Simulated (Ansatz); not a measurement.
# Li

```
CELL_PARAMETERS angstrom
-1.75000 1.75000 1.75000
1.75000 -1.75000 1.75000
1.75000 1.75000 -1.75000
ATOMIC_POSITIONS crystal
Li 0.00000 0.00000 0.00000
```

The conventional cell has a = 3.500 Å, b = 3.500 Å, c = 3.500 Å, α = 90.00°, β = 90.00°, γ = 90.00°. Around Li (atom 1) lie 8 Li at 3.03 Å.

Structure: COD 9011628, as refined from experiment and not relaxed.

Method: Ansatz 0.2.0, DFT, PBE, all-electron LAPW, scalar-relativistic.

Sampling and basis: a Γ-centred 13×13×13 k mesh, Fermi–Dirac smearing of 0.05 eV, basis error target 0.25 meV/atom, no spin polarisation.

```json
{
 "Pressure at this cell": "-0.73 GPa",
 "Volume per atom": "21.44 Å³"
}
```

Question: Give the computed value. Band gap.

Answer: none: with an odd electron count and no spin polarisation the bands can't all be full, a metal in this set-up (spin order or a larger cell could open a gap).

Question: Density of states at the Fermi level (0.2 eV bin): what does the calculation give?

Answer: 0.52 states/eV per cell.
